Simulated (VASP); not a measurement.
**VASP 6.6.1, PBE single-point calculation, CdF2 (strained fluorite)**

INCAR

```
LASPH = .TRUE.
PREC = Accurate
ISIF = 2
ENCUT = 520
IBRION = -1
LWAVE = .FALSE.
LREAL = .FALSE.
NBANDS = 20
EDIFF = 1E-7
NELM = 120
NSW = 0
GGA = PE
SIGMA = 0.02
ISMEAR = -1
LCHARG = .FALSE.
```

KPOINTS

```
KPOINTS created by Atomic Simulation Environment
0
Gamma
8 8 8
0 0 0
```

KPOINTS_OPT

```
special points
7
Reciprocal
0.0000000000 0.0000000000 0.0000000000 1
0.5000000000 0.0000000000 0.5000000000 1
0.6250000000 0.2500000000 0.6250000000 1
0.3750000000 0.3750000000 0.7500000000 1
0.5000000000 0.5000000000 0.5000000000 1
0.5000000000 0.2500000000 0.7500000000 1
0.2500000000 -0.5000000000 -0.2500000000 1
```

POSCAR

```
Cd F
 1.0000000000000000
     0.0000000000000000    2.7211194579000000    2.7211194579000000
     2.7211194579000000    0.0000000000000000    2.7211194579000000
     2.7211194579000000    2.7211194579000000    0.0000000000000000
 Cd  F
   1   2
Cartesian
  0.0000000000000000  0.0000000000000000  0.0000000000000000
  1.3605597289500000  1.3605597289500000  1.3605597289500000
  4.0816791868499998  4.0816791868499998  4.0816791868499998
```

VASP ran with the recommended PBE PAW datasets (26 valence electrons in the cell).

Command

```
mpirun -np 1 vasp_std
```

OSZICAR

```
N       E                     dE             d eps       ncg     rms          rms(c)
DAV:   1     0.193057443121E+03    0.19306E+03   -0.15573E+04  1208   0.131E+03
DAV:   2    -0.451359575977E+01   -0.19757E+03   -0.19109E+03  1264   0.343E+02
DAV:   3    -0.126093053855E+02   -0.80957E+01   -0.80749E+01  1340   0.755E+01
DAV:   4    -0.126439214749E+02   -0.34616E-01   -0.34614E-01  1236   0.506E+00
DAV:   5    -0.126440524558E+02   -0.13098E-03   -0.13098E-03  1316   0.276E-01    0.987E+00
DAV:   6    -0.108664867759E+02    0.17776E+01   -0.40925E+00  1476   0.382E+01    0.712E+00
DAV:   7    -0.109119164818E+02   -0.45430E-01   -0.91107E-01  1192   0.858E+00    0.404E+00
DAV:   8    -0.109031738852E+02    0.87426E-02   -0.14602E-01  1188   0.349E+00    0.727E-01
DAV:   9    -0.108940002681E+02    0.91736E-02   -0.35059E-02  1404   0.222E+00    0.920E-02
DAV:  10    -0.108945556371E+02   -0.55537E-03   -0.29379E-03  1196   0.613E-01    0.124E-01
DAV:  11    -0.108946597412E+02   -0.10410E-03   -0.16550E-04  1268   0.131E-01    0.418E-02
DAV:  12    -0.108946820408E+02   -0.22300E-04   -0.53552E-05  1184   0.616E-02    0.185E-02
DAV:  13    -0.108946838839E+02   -0.18431E-05   -0.78820E-06  1236   0.228E-02    0.388E-03
DAV:  14    -0.108946835781E+02    0.30577E-06   -0.77509E-07  1276   0.108E-02    0.136E-03
DAV:  15    -0.108946836130E+02   -0.34887E-07   -0.88897E-08  1012   0.273E-03
   1 F= -.10894684E+02 E0= -.10894684E+02  d E =-.374078E-10
       N       E                     dE             ncg
DAV:   1     0.966764120550E+03   -0.58079E+04      288
DAV:   2    -0.390993979488E+03   -0.13578E+04      304
DAV:   3    -0.448952110962E+03   -0.57958E+02      316
DAV:   4    -0.449193393117E+03   -0.24128E+00      296
DAV:   5    -0.449194314532E+03   -0.92141E-03      308
DAV:   6    -0.449194319405E+03   -0.48735E-05      304
DAV:   7    -0.449194319433E+03   -0.28049E-07      208
```

From OUTCAR

```
k-points           NKPTS =     29   k-points in BZ     NKDIM =     29   number of bands    NBANDS=     20

   NELECT =      26.0000    total number of electrons

   dimension x,y,z NGX =    30 NGY =   30 NGZ =   30
   dimension x,y,z NGXF=    60 NGYF=   60 NGZF=   60

  energy-cutoff  :      520.00
  volume of cell :       40.30
      direct lattice vectors                 reciprocal lattice vectors
     0.000000000  2.721119458  2.721119458    -0.183747905  0.183747905  0.183747905
     2.721119458  0.000000000  2.721119458     0.183747905 -0.183747905  0.183747905
     2.721119458  2.721119458  0.000000000     0.183747905  0.183747905 -0.183747905

 k-points in reciprocal lattice and weights: KPOINTS created by Atomic Simulation Env
   0.00000000  0.00000000  0.00000000       0.002
   0.12500000  0.00000000  0.00000000       0.016
   0.25000000  0.00000000  0.00000000       0.016
   0.37500000  0.00000000  0.00000000       0.016
   0.50000000  0.00000000  0.00000000       0.008
   0.12500000  0.12500000  0.00000000       0.012
   0.25000000  0.12500000  0.00000000       0.047
   0.37500000  0.12500000  0.00000000       0.047
   ...

 E-fermi :  -1.1372

 k-point     1 :       0.0000    0.0000    0.0000
  band No.  band energies     occupation
      1     -22.1750      2.00000
      2     -21.1520      2.00000
      3      -7.0636      2.00000
      4      -7.0636      2.00000
      5      -7.0636      2.00000
      6      -5.9833      2.00000
      7      -5.9833      2.00000
      8      -2.4304      2.00000
      9      -2.4304      2.00000
     10      -2.4304      2.00000
     11      -2.0680      2.00000
     12      -2.0680      2.00000
     13      -2.0680      2.00000
     14       1.4288      0.00000
     15      11.0245      0.00000
     16      11.0245      0.00000
     17      11.0245      0.00000
     18      15.8321      0.00000
     19      18.1470      0.00000
     20      18.1470      0.00000

 k-point     2 :       0.1250    0.0000    0.0000
  band No.  band energies     occupation
      1     -22.1296      2.00000
      2     -21.1923      2.00000
      3      -7.0092      2.00000
      4      -7.0092      2.00000
      5      -6.9105      2.00000
      6      -5.9983      2.00000
      7      -5.9983      2.00000
      8      -2.9046      2.00000
      9      -2.5429      2.00000
     10      -2.5429      2.00000
     11      -2.1533      2.00000
     12      -2.0449      2.00000
     13      -2.0449      2.00000
     14       1.9981      0.00000
     15      10.3151      0.00000
     16      11.2414      0.00000
     17      11.2414      0.00000
     18      16.8211      0.00000
     19      17.7405      0.00000
     20      17.7405      0.00000

 k-point     3 :       0.2500    0.0000    0.0000
  band No.  band energies     occupation
      1     -22.0048      2.00000
      2     -21.3031      2.00000
      3      -6.8849      2.00000
      4      -6.8849      2.00000
      5      -6.5023      2.00000
      6      -6.0094      2.00000
      7      -6.0094      2.00000
      8      -3.6127      2.00000
      9      -2.8200      2.00000
     10      -2.8200      2.00000
     11      -2.6365      2.00000
     12      -2.0004      2.00000
     13      -2.0004      2.00000
     14       3.2693      0.00000
     15       9.1469      0.00000
     16      11.7992      0.00000
     17      11.7992      0.00000
     18      17.0728      0.00000
     19      17.0728      0.00000
     20      17.7287      0.00000

 k-point     4 :       0.3750    0.0000    0.0000
  band No.  band energies     occupation
      1     -21.8326      2.00000
      2     -21.4583      2.00000
      3      -6.7847      2.00000
      4      -6.7847      2.00000
      5      -6.0023      2.00000
      6      -5.9627      2.00000
      7      -5.9627      2.00000
      8      -4.0865      2.00000
      9      -3.2921      2.00000
     10      -3.1228      2.00000
     11      -3.1228      2.00000
     12      -1.9625      2.00000
     13      -1.9625      2.00000
     14       4.6474      0.00000
     15       8.1101      0.00000
     16      12.4203      0.00000
     17      12.4203      0.00000
     18      16.6043      0.00000
     19      16.6043      0.00000
     20      17.2925      0.00000

 k-point     5 :       0.5000    0.0000    0.0000
  band No.  band energies     occupation
      1     -21.6744      2.00000
      2     -21.6082      2.00000
      3      -6.7550      2.00000
      4      -6.7550      2.00000
      5      -5.9178      2.00000
      6      -5.9178      2.00000
      7      -5.7450      2.00000
      8      -4.1910      2.00000
      9      -3.6769      2.00000
     10      -3.2603      2.00000
     11      -3.2603      2.00000
     12      -1.9479      2.00000
     13      -1.9479      2.00000
     14       5.4128      0.00000
     15       7.5257      0.00000
     16      12.7027      0.00000
     17      12.7027      0.00000
     18      16.4411      0.00000
     19      16.4411      0.00000
     20      16.9637      0.00000

 k-point     6 :       0.1250    0.1250    0.0000
  band No.  band energies     occupation
      1     -22.1153      2.00000
      2     -21.2038      2.00000
      3      -6.9818      2.00000
      4      -6.9818      2.00000
      5      -6.8735      2.00000
      6      -6.0522      2.00000
      7      -5.9679      2.00000
      8      -2.9954      2.00000
      9      -2.6865      2.00000
     10      -2.6865      2.00000
     11      -2.0574      2.00000
     12      -1.9957      2.00000
     13      -1.9957      2.00000
     14       2.1419      0.00000
     15      10.1820      0.00000
     16      11.2727      0.00000
     17      11.2727      0.00000
     18      16.3927      0.00000
     19      17.8336      0.00000
     20      18.3018      0.00000

 k-point     7 :       0.2500    0.1250    0.0000
  band No.  band energies     occupation
      1     -22.0206      2.00000
      2     -21.2862      2.00000
      3      -6.8668      2.00000
      4      -6.8667      2.00000
      5      -6.5664      2.00000
      6      -6.1225      2.00000
      7      -5.9567      2.00000
      8      -3.6082      2.00000
      9      -2.9811      2.00000
     10      -2.9504      2.00000
     11      -2.1456      2.00000
     12      -2.0388      2.00000
     13      -1.9324      2.00000
     14       3.1084      0.00000
     15       9.3527      0.00000
     16      11.6179      0.00000
     17      11.6563      0.00000
     18      15.5651      0.00000
     19      18.0551      0.00000
     20      18.9983      0.00000

 k-point     8 :       0.3750    0.1250    0.0000
  band No.  band energies     occupation
      1     -21.8711      2.00000
      2     -21.4180      2.00000
      3      -6.7475      2.00000
      4      -6.7475      2.00000
      5      -6.1315      2.00000
      6      -6.1024      2.00000
      7      -5.9277      2.00000
      8      -4.1649      2.00000
      9      -3.3235      2.00000
     10      -3.2800      2.00000
     11      -2.5683      2.00000
     12      -2.0027      2.00000
     13      -1.8938      2.00000
     14       4.4147      0.00000
     15       8.4868      0.00000
     16      11.9759      0.00000
     17      12.2010      0.00000
     18      14.8751      0.00000
     19      17.4956      0.00000
     20      19.0786      0.00000

 k-point     9 :       0.5000    0.1250    0.0000
  band No.  band energies     occupation
      1     -21.7032      2.00000
      2     -21.5736      2.00000
      3      -6.7097      2.00000
      4      -6.6878      2.00000
      5      -5.9959      2.00000
      6      -5.9233      2.00000
      7      -5.7986      2.00000
      8      -4.4328      2.00000
      9      -3.6061      2.00000
     10      -3.3971      2.00000
     11      -2.9701      2.00000
     12      -1.9570      2.00000
     13      -1.8973      2.00000
     14       5.4484      0.00000
     15       7.8148      0.00000
     16      12.0577      0.00000
     17      12.6400      0.00000
     18      14.6822      0.00000
     19      16.9184      0.00000
     20      18.9219      0.00000

 k-point    10 :      -0.3750    0.1250    0.0000
  band No.  band energies     occupation
      1     -21.7554      2.00000
      2     -21.5243      2.00000
      3      -6.7319      2.00000
      4      -6.6898      2.00000
      5      -6.0134      2.00000
      6      -5.9374      2.00000
      7      -5.8618      2.00000
      8      -4.4051      2.00000
      9      -3.4614      2.00000
     10      -3.2324      2.00000
     11      -3.0886      2.00000
     12      -1.9377      2.00000
     13      -1.9250      2.00000
     14       5.1899      0.00000
     15       8.0233      0.00000
     16      11.8485      0.00000
     17      12.6892      0.00000
     18      15.1642      0.00000
     19      16.4361      0.00000
     20      18.9744      0.00000

 ...

  Total        0.6852373      0.6852373      0.6852373     -0.0000000      0.0000000      0.0000000
  in kB       27.2444939     27.2444939     27.2444939     -0.0000000      0.0000000      0.0000000
  external PRESSURE =      27.2444939 kB  Pullay stress =       0.0000000 kB

 POSITION                                       TOTAL-FORCE (eV/Angst)
 -----------------------------------------------------------------------------------
      0.00000      0.00000      0.00000        -0.000000     -0.000000      0.000000
      1.36056      1.36056      1.36056         0.000000      0.000000     -0.000000
      4.08168      4.08168      4.08168        -0.000000     -0.000000      0.000000
 -----------------------------------------------------------------------------------
    total drift:                                0.000000     -0.000000      0.000000

  FREE ENERGIE OF THE ION-ELECTRON SYSTEM (eV)
  ---------------------------------------------------
  free  energy   TOTEN  =       -10.8946836130 eV

  energy  without entropy=      -10.8946836129  energy(sigma->0) =      -10.89468361
```

```json
{
  "gap between bands v and c": "2.96 eV",
  "least direct gap": "3.50 eV",
  "pressure": "2.7 GPa"
}
```

Band v is the last that the valence electrons fill when counted band by band, and c is the next.

The run took about 30 s on one core of a shared host (Intel Xeon Platinum 8488C) and held 0.19 GiB at most.
